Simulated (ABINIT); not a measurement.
Here is an ABINIT 10.8.3 (patched build) calculation.

The input run.abi:

```
pp_dirpath "./"
pseudos "S.GGA_PBE-JTH.xml, Mg.GGA_PBE-JTH.xml"

acell 3.6792887145 3.6792887145 3.6792887145 Angstrom
rprim
     0.0000000000     0.7071067812     0.7071067812
     0.7071067812     0.0000000000     0.7071067812
     0.7071067812     0.7071067812     0.0000000000
ntypat 2
znucl 16 12
natom 2
typat 1 2
xcart
     2.6016500000     2.6016500000     2.6016500000
     0.0000000000     0.0000000000     0.0000000000 Angstrom
chkprim 0
chksymtnons 0
tolsym 1.0e-6

ecut 20.0
pawecutdg 40.0
pawxcdev 0

kptopt 1
ngkpt 9 9 9
nshiftk 1
shiftk 0.0 0.0 0.0

ixc -116133

nband 12
occopt 3
tsmear 0.00183747

nstep 100
tolvrs 1.0e-9

iomode 3
prtwf 0
prtden 0
prteig 0
prtebands 0
enunit 1

ionmov 2
ntime 60
tolmxf 0.0001
optcell 2
dilatmx 1.08
ecutsm 0.5
```

Potentials or basis: JTH PAW PBE v2.0.

Run with:

```bash
$ abinit run.abi > log 2>&1
```

(1) What does it give for the relaxed cell?

(2) Estimate the band gap on the k mesh.

(3) Estimate the relaxed volume.

(4) Estimate the space group after relaxing (to 0.05 Å).

Results:

(1) a = 3.666 Å, b = 3.666 Å, c = 3.666 Å, α = 60.00°, β = 60.00°, γ = 60.00°.

(2) 2.85 eV, indirect (least direct gap 3.67 eV).

(3) 17.41 Å³/atom.

(4) Fm-3m (No. 225).

Caveat: the PAW data sets were made with another functional, which shifts forces and pressure a little; an odd mesh through Γ misses points on the zone boundary, where band edges often lie.
